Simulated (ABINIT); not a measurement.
# BaO (Fm-3m): G0W0 in ABINIT against the exchange cutoff, part 2 of 2

Wanted: the cheapest exchange cutoff that holds the gap of BaO (Fm-3m).

ABINIT 10.8.3; LDA and many-body steps on it, plane waves. Known limits of the many-body steps: not at the basis limit; no spin-orbit coupling; coarse k mesh.

So far. Step 2 (Screening, 4×4×4 mesh, 31 bands, screening to 106.1 eV): Local fields lower ε∞ by 10 %. On a Γ-centred mesh this coarse the value itself is usually too large, while a short band sum pulls it down.

The database entry behind the starting cell differs from later determinations by our own check (about 0.7 % short), so it need not match the best structure at ambient conditions.

## 5. 14.4 Ha

Level of this step: G0W0 on LDA, plane waves, norm-conserving pseudopotentials (ABINIT).

The self-energy is evaluated for the states that the input lists, and the levels follow from it, in one-shot runs by the linearised quasiparticle equation.

File run.abi:

```
acell 3*1.0 Angstrom
rprim 
  -0.000000000000 2.750000000000 2.750000000000
  2.750000000000 -0.000000000000 2.750000000000
  2.750000000000 2.750000000000 -0.000000000000
ntypat 2
znucl 56 8
natom 2
typat 1 2
xred 
  0.000000000000 0.000000000000 0.000000000000
  0.500000000000 0.500000000000 0.500000000000
pp_dirpath "pseudos"
pseudos "Ba.upf, O.upf"
ecut 36
ngkpt 4 4 4
nshiftk 1
shiftk 0 0 0
kptopt 1
chksymbreak 0
istwfk *1
occopt 1
irdwfk 1
optdriver 4
nband 31
gwcalctyp 0
ecutsigx 14.4
symsigma 1
nkptgw 2
kptgw 
  0.5000000000 0.5000000000 0.0000000000
  0.0000000000 0.0000000000 0.0000000000
bdgw 
  6 10
  6 12
ecuteps 3.9
irdscr 1
ppmodel 1
indata_prefix "in"
outdata_prefix "out"
tmpdata_prefix "tmp"
```

The run is started by

```sh
$ OMP_NUM_THREADS=1 mpirun -n 4 abinit run.abi > log
```

The log of the run:

```text
.Version 10.8.3 of ABINIT. v10.8.2 released Aug 2026.

 Symmetries : space group Fm -3 m (#225); Bravais cF (face-center cubic)
[... echo of the input left out ...]
== DATASET  1 ==================================================================
-   mpi_nproc: 4, omp_nthreads: 1 (-1 if OMP is not activated)

--- !DatasetInfo
iteration_state: {dtset: 1, }
dimensions: {natom: 2, nkpt: 8, mband: 31, nsppol: 1, nspinor: 1, nspden: 1, mpw: 2914, }
cutoff_energies: {ecut:  36.0, pawecutdg:  -1.0, }
[...]
Band     E0 <VxcDFT>   SigX SigC(E0)      Z dSigC/dE  Sig(E)    E-E0       E
[...]
11  10.087 -10.115  -4.928  -3.477   0.844  -0.185  -8.672   1.443  11.529
       12  10.087 -10.115  -4.928  -3.477   0.844  -0.185  -8.672   1.443  11.529

== END DATASET(S) ==============================================================
================================================================================

 -outvars: echo values of variables after computation  --------
           etotal      0.0000000000E+00
            nband          31
             nkpt           8
          spgroup         225
 [... the other variables as echoed above ...]

 Calculation completed.
```

Elapsed: 2.8 s, on 4 MPI ranks of Arm Neoverse V2, shared host; peak memory 0.13 GiB.

Numbers from this step:

| Quantity | Value |
| --- | --- |
| G0W0 gap on the points computed | 2.995 eV |
| starting gap on the mesh | 1.801 eV |
| k of the valence top | 0.5, 0.5, 0 |
| k of the conduction bottom | 0.5, 0.5, 0 |
| least direct G0W0 gap on the computed points | 2.995 eV |

The gap on the mesh goes from 1.80 eV to 3.00 eV, a correction of +1.19 eV.

## 6. 25.2 Ha

Edit run.abi of step 5 so:

```diff
@@ -26,3 +26,3 @@
 gwcalctyp 0
-ecutsigx 14.4
+ecutsigx 25.2
 symsigma 1
```

The log of the run:

```text
.Version 10.8.3 of ABINIT. v10.8.2 released Aug 2026.

 Symmetries : space group Fm -3 m (#225); Bravais cF (face-center cubic)
[... echo of the input left out ...]
== DATASET  1 ==================================================================
-   mpi_nproc: 4, omp_nthreads: 1 (-1 if OMP is not activated)

--- !DatasetInfo
iteration_state: {dtset: 1, }
dimensions: {natom: 2, nkpt: 8, mband: 31, nsppol: 1, nspinor: 1, nspden: 1, mpw: 2914, }
cutoff_energies: {ecut:  36.0, pawecutdg:  -1.0, }
[...]
Band     E0 <VxcDFT>   SigX SigC(E0)      Z dSigC/dE  Sig(E)    E-E0       E
[...]
11  10.087 -10.115  -4.929  -3.477   0.844  -0.185  -8.672   1.442  11.529
       12  10.087 -10.115  -4.929  -3.477   0.844  -0.185  -8.672   1.442  11.529

== END DATASET(S) ==============================================================
================================================================================

 -outvars: echo values of variables after computation  --------
           etotal      0.0000000000E+00
            nband          31
             nkpt           8
          spgroup         225
 [... the other variables as echoed above ...]

 Calculation completed.
```

The job ended after 2.8 s (4 MPI ranks; peak memory 0.15 GiB).

This step gave:

- G0W0 gap on the points computed: 3.098 eV
- starting gap on the mesh: 1.801 eV
- k of the valence top: 0.5, 0.5, 0
- k of the conduction bottom: 0.5, 0.5, 0
- least direct G0W0 gap on the computed points: 3.098 eV

Against the run before, the gap moves by +0.103 eV.

## 7. 36 Ha

Edit run.abi of step 6 so:

```diff
@@ -26,3 +26,3 @@
 gwcalctyp 0
-ecutsigx 25.2
+ecutsigx 36
 symsigma 1
```

The log of the run:

```text
.Version 10.8.3 of ABINIT. v10.8.2 released Aug 2026.

 Symmetries : space group Fm -3 m (#225); Bravais cF (face-center cubic)
[... echo of the input left out ...]
== DATASET  1 ==================================================================
-   mpi_nproc: 4, omp_nthreads: 1 (-1 if OMP is not activated)

--- !DatasetInfo
iteration_state: {dtset: 1, }
dimensions: {natom: 2, nkpt: 8, mband: 31, nsppol: 1, nspinor: 1, nspden: 1, mpw: 2914, }
cutoff_energies: {ecut:  36.0, pawecutdg:  -1.0, }
[...]
Band     E0 <VxcDFT>   SigX SigC(E0)      Z dSigC/dE  Sig(E)    E-E0       E
[...]
11  10.087 -10.115  -4.929  -3.477   0.844  -0.185  -8.672   1.442  11.529
       12  10.087 -10.115  -4.929  -3.477   0.844  -0.185  -8.672   1.442  11.529

== END DATASET(S) ==============================================================
================================================================================

 -outvars: echo values of variables after computation  --------
           etotal      0.0000000000E+00
            nband          31
             nkpt           8
          spgroup         225
 [... the other variables as echoed above ...]

 Calculation completed.
```

Elapsed: 2.9 s, on 4 MPI ranks; peak memory 0.15 GiB; 11 s of CPU time.

Numbers from this step:

| Item | Value |
| --- | --- |
| G0W0 gap on the points computed | 3.112 eV |
| starting gap on the mesh | 1.801 eV |
| k of the valence top | 0.5, 0.5, 0 |
| k of the conduction bottom | 0.5, 0.5, 0 |
| least direct G0W0 gap on the computed points | 3.112 eV |

Against the run before, the gap moves by +0.014 eV.

## 8. Side by side

Times are wall times on 4 MPI ranks of Arm Neoverse V2, shared host, good to a factor of about two. A run's time includes the screening step that it read.

```csv
run,mesh,bands,screening cutoff (eV),DFT gap (eV),gap on the mesh (eV),direct (eV),ε∞ used,time
3.6 Ha,4×4×4,31,106.1,1.801,1.479,1.479,4.34,6.7 s
7.2 Ha,4×4×4,31,106.1,1.801,2.555,2.555,4.34,7 s
14.4 Ha,4×4×4,31,106.1,1.801,2.995,2.995,4.34,7.1 s
25.2 Ha,4×4×4,31,106.1,1.801,3.098,3.098,4.34,7.2 s
36 Ha,4×4×4,31,106.1,1.801,3.112,3.112,4.34,7.2 s
```

## 9. Results

| Property | Result |
| --- | --- |
| 3.6 Ha | 1.479 eV |
| 7.2 Ha | 2.555 eV |
| 14.4 Ha | 2.995 eV |
| 25.2 Ha | 3.098 eV |
| 36 Ha | 3.112 eV |
| known limits | not at the basis limit; no spin-orbit coupling; coarse k mesh |

What this shows: The setting moved: exchange cutoff. From 3.6 Ha to 36 Ha the gap moves by +1.63 eV. The last step still moves it by +0.014 eV. Bands and screening cutoff are coupled, so a series along one setting does not show full convergence. Below the screening cutoff the correlation part is cut too. Bands and cutoff are finite, so the gap is not at the basis limit. The miss can reach some tenths of an eV and take either sign; the mesh is an error of its own. In the G0W0 runs levels were corrected at 2 k points alone, so a gap called «on the mesh» is the least over those, and an edge elsewhere would be missed. The 4×4×4 mesh is coarse for this cell, which bears on the long-range parts of exchange and screening. The many-body steps are scalar-relativistic: spin-orbit coupling is not in them.

[Paths, hosts, dates, memory and timing lines, banners, echoed tables and standing remarks are left out of the program output.]

[Logs are printed without paths, hosts, clocks, repeated set-up lines and the standing remarks that a program may print on its own settings, such as how far it seeks lower states.]

[Runs of the session that timed out or met a known fault of the program may be left out.]

[Hosts, paths, dates, database ids (printed as entryN), source tags and the programs' standing remarks are cut or masked in the printed files.]

[G0W0 gaps are taken among the corrected bands and points alone; a level outside them can change the order at an edge.]

[Where Ansatz stands beside ABINIT at settings called matched, ABINIT's density can come from a denser mesh and the files from another edition; pairs whose starting gaps differed by over 0.03 eV were left out, so agreement reads better than it is.]
